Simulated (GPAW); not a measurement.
Crystal: Cs2AgBiBr6.

```
Bi Cs Ag Br
1.0
     0.00000    5.61610    5.61610
     5.61610    0.00000    5.61610
     5.61610    5.61610    0.00000
Bi Cs Ag Br
1 2 1 6
Direct
  0.00000 0.00000 0.00000
  0.75000 0.75000 0.75000
  0.25000 0.25000 0.25000
  0.50000 0.50000 0.50000
  0.74945 0.74945 0.25055
  0.25055 0.25055 0.74945
  0.74945 0.25055 0.25055
  0.74945 0.25055 0.74945
  0.25055 0.74945 0.74945
  0.25055 0.74945 0.25055
```

Program: GPAW 26.7.0. Alike in all runs: level PBE+U; potentials or basis GPAW PAW data sets (gpaw-data 1.2.1), pw; no spin polarisation; cell as given; smearing fermi-dirac 0.001 eV.

**Question.** Order these runs on this cell by their band gap on the k mesh, lowest first.
A. U Ag d U = 8.0 eV; k mesh 3 × 3 × 3; cutoff (eV) 500; response ecut 46 eV; eta 0.1 eV; domega0 0.05 eV; omega2 10 eV; kernel RPA
B. U Ag d U = 2.0 eV; k mesh 4 × 4 × 4; cutoff (eV) 400; response ecut 80 eV
C. U Ag d U = 4.0 eV; k mesh 3 × 3 × 3; cutoff (eV) 500; response ecut 46 eV; eta 0.1 eV; domega0 0.05 eV; omega2 10 eV; kernel RPA

**Answer.** B (1.42 eV), C (2.17 eV), A (2.37 eV).

Caveats: the long-wavelength limit can be off by several per cent where d states take part; response on these states lacks terms of the Hamiltonian; spin-orbit coupling is left out, which as a rule narrows the gap of such compounds by several tenths of an eV; an odd mesh through Γ misses points on the zone boundary, where band edges often lie.

Not every run made on this cell is shown here.
